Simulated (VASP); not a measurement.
A run of VASP 6.6.1 is set up as follows.

Contents of INCAR:

```
SYSTEM = H
  PREC = Accurate
  ENCUT = 520
  EDIFF = 1E-7
  ISMEAR = 0
  SIGMA = 0.05
  LREAL = .FALSE.
  LASPH = .TRUE.
  NELM = 100
  ALGO = Fast
  ISIF = 2
  LWAVE = .FALSE.
  LCHARG = .FALSE.
  GGA = PS
  NBANDS = 6
```

File KPOINTS:

```
Automatic mesh
0
G
  10 10 26
  0 0 0
```

File POSCAR:

```
H
1.0
    2.6496387389      0.0000000000      0.0000000000
    0.0000000000      2.6496387389      0.0000000000
    0.0000000000      0.0000000000      0.9020534864
H
1
Direct
    0.0000000000      0.0000000000      0.5000000000
```

Potentials or basis: VASP PAW PBE potentials, release 64 (H).

The run is started by

```console
$ cat potpaw_PBE.64/H/POTCAR > POTCAR
$ mpirun -np 1 vasp_std > vasp.out
```

Q: What does it give for the pressure?

A: 12.5 GPa.

Q: Predict the band gap on the k mesh.

A: None (metal or under the smearing width).

Stress tensor (GPa, compression positive):
```
 1.05  0.00  0.00
 0.00  1.05  0.00
 0.00  0.00 35.29
```

Caveat: the PAW data sets were made with another functional, which shifts forces and pressure a little.
